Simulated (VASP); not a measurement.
Set up this calculation in VASP 6.6.1, as the native input.

| Property | Result |
| --- | --- |
| Task | band structure |
| Functional | TB-mBJ |
| Potentials or basis | VASP PAW PBE potentials, release 64 (Si) |
| Cutoff | 520 eV |
| k mesh | 12 × 12 × 11 |
| Occupations | fermi-dirac, width 0.05 eV |
| Spin | no spin polarisation |
| Further INCAR settings | ALGO = Normal; EDIFF = 1e-06; NBANDS = 8 |

The system is Si.

```xyz
1
Lattice="2.6205 0.0000 0.0000 -1.3103 2.2695 0.0000 0.0000 0.0000 2.4664" Properties=species:S:1:pos:R:3 pbc="T T T"
Si    0.0000    0.0000    0.0000
```

This isn't the form of Si at room conditions, which is diamond.

These files were run (other wordings do the same):

POSCAR

```
Si
1.0
    2.6205428149      0.0000000000      0.0000000000
   -1.3102714075      2.2694566494      0.0000000000
    0.0000000000      0.0000000000      2.4663543900
Si
1
Direct
    0.0000000000      0.0000000000      0.0000000000
```

INCAR.step1

```
ALGO = Normal ; EDIFF = 1E-5
ENCUT = 520 ; GGA = PE
ISIF = 2 ; ISMEAR = -1
LASPH = T ; LCHARG = F
LREAL = F ; LWAVE = T
NBANDS = 8 ; NELM = 60
PREC = Accurate ; SIGMA = 0.05
```

INCAR.step2

```
ALGO = Normal ; EDIFF = 1E-6
ENCUT = 520 ; ISIF = 2
ISMEAR = -1 ; ISTART = 1
LASPH = T ; LCHARG = F
LREAL = F ; LWAVE = F
METAGGA = MBJ ; NBANDS = 8
NELM = 60 ; PREC = Accurate
SIGMA = 0.05
```

KPOINTS

```
k-points
0
Gamma
  12 12 11
```

KPOINTS_OPT

```
path GMKGALHA,LM,KH
10
line-mode
reciprocal
 0.0000000000  0.0000000000  0.0000000000  G
 0.5000000000  0.0000000000  0.0000000000  M

 0.5000000000  0.0000000000  0.0000000000  M
 0.3333333333  0.3333333333  0.0000000000  K

 0.3333333333  0.3333333333  0.0000000000  K
 0.0000000000  0.0000000000  0.0000000000  G

 0.0000000000  0.0000000000  0.0000000000  G
 0.0000000000  0.0000000000  0.5000000000  A

 0.0000000000  0.0000000000  0.5000000000  A
 0.5000000000  0.0000000000  0.5000000000  L

 0.5000000000  0.0000000000  0.5000000000  L
 0.3333333333  0.3333333333  0.5000000000  H

 0.3333333333  0.3333333333  0.5000000000  H
 0.0000000000  0.0000000000  0.5000000000  A

 0.5000000000  0.0000000000  0.5000000000  L
 0.5000000000  0.0000000000  0.0000000000  M

 0.3333333333  0.3333333333  0.0000000000  K
 0.3333333333  0.3333333333  0.5000000000  H
```

Potentials or basis: VASP PAW PBE potentials, release 64 (Si).

Run with:

```bash
$ cat potpaw_PBE.64/Si/POTCAR > POTCAR
$ cp INCAR.step1 INCAR
$ mpirun -np 1 vasp_std > vasp.out
$ cp INCAR.step2 INCAR
$ mpirun -np 1 vasp_std > vasp.out
```

It gave:

```json
{"Band gap along the path": "none (metal or under the smearing width)"}
```

It took 18 s on 1 thread of Intel(R) Xeon(R) Platinum 8259CL CPU @ 2.50GHz (Skylake/Cascade Lake) (shared host), peak memory 0.13 GiB.
